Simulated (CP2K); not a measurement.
Runs of CP2K 2026.2 on Be2C. It takes space group Fm-3m (No. 225, cubic). Conventional cell: a = 4.330 Å, b = 4.330 Å, c = 4.330 Å, α = 90.00°, β = 90.00°, γ = 90.00°. Around C (site symmetry m-3m) lie 8 Be at 1.87 Å. Be (site symmetry -43m) is surrounded by 4 C at 1.87 Å. 

```tsv
level	potentials or basis	smearing	EPS_DEFAULT	NGRIDS	points a segment of the path (NPOINTS)	bands added on the path	CUTOFF of the grids	gap on the mesh (eV)	pressure (GPa)
LDA	GTH_POTENTIALS C GTH-PADE-q4, Be GTH-PADE-q4; TZVP-MOLOPT-PBE-GTH basis	fermi-dirac 0.01 eV	1.0E-9	4	6	6	850 Ry	3.25	(b)
TB-mBJ	POTENTIAL_UZH C GTH-PBE-q4, Be GTH-PBE-q4; TZVP-MOLOPT-PBE-GTH basis	fermi-dirac 0.05 eV	1.0E-10	5	6	4	1250 Ry	(a)	-
PBEsol	POTENTIAL_UZH C GTH-PBE-q4, Be GTH-PBE-q4; TZVP-MOLOPT-PBE-GTH basis	fermi-dirac 0.01 eV	1.0E-9	5	10	6	850 Ry	3.16	2.4
r2SCAN	POTENTIAL_UZH C GTH-SCAN-q4, Be GTH-SCAN-q4; TZVP-MOLOPT-SCAN-GTH basis	fermi-dirac 0.05 eV	1.0E-9	4	10	2	1250 Ry	1.97	2.8
```

Alike in all rows: task band structure; no spin polarisation; cell as given; k mesh 11 × 11 × 11.

Question: Estimate the missing entries.

Answer: (a) 3.68; (b) -4.0.

Caveats: the basis of atomic orbitals isn't converged, which shifts pressures, moduli and gaps; the potentials were made for another functional, which shifts forces and pressure (some runs); this is a model potential without an energy functional, so only levels have meaning (some runs).

A k mesh can miss the band edges.

Runs at the PBE level aren't shown here.
